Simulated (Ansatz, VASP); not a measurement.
**Ag: VASP beside Ansatz**

```
CELL_PARAMETERS angstrom
-1.63447 1.63447 1.63447
1.63447 -1.63447 1.63447
1.63447 1.63447 -1.63447
ATOMIC_POSITIONS crystal
Ag 0.00000 0.00000 0.00000
```

Alike in both runs: task single point; functional r2SCAN; k mesh 18 × 18 × 18; occupations gaussian, width 0.05 eV; no spin polarisation.

|  | VASP | Ansatz |
| --- | --- | --- |
| version | VASP 6.6.1 | Ansatz 0.2.0 |
| potentials or method | VASP PAW PBE potentials, release 64 (Ag) | scalar-relativistic, plane waves, PAW |
| plane-wave cutoff (eV) | 520 | 500 |
| valence electrons in the cell | 11 | 19 |

VASP gave:

- pressure (GPa): 0.2

Task: Estimate Ansatz's values.

Result: Pressure (GPa): 0.0.

The two sets of potentials don't hold the same shells in valence.

Caveats: the PAW data sets were made with another functional, which shifts forces and pressure a little (VASP).
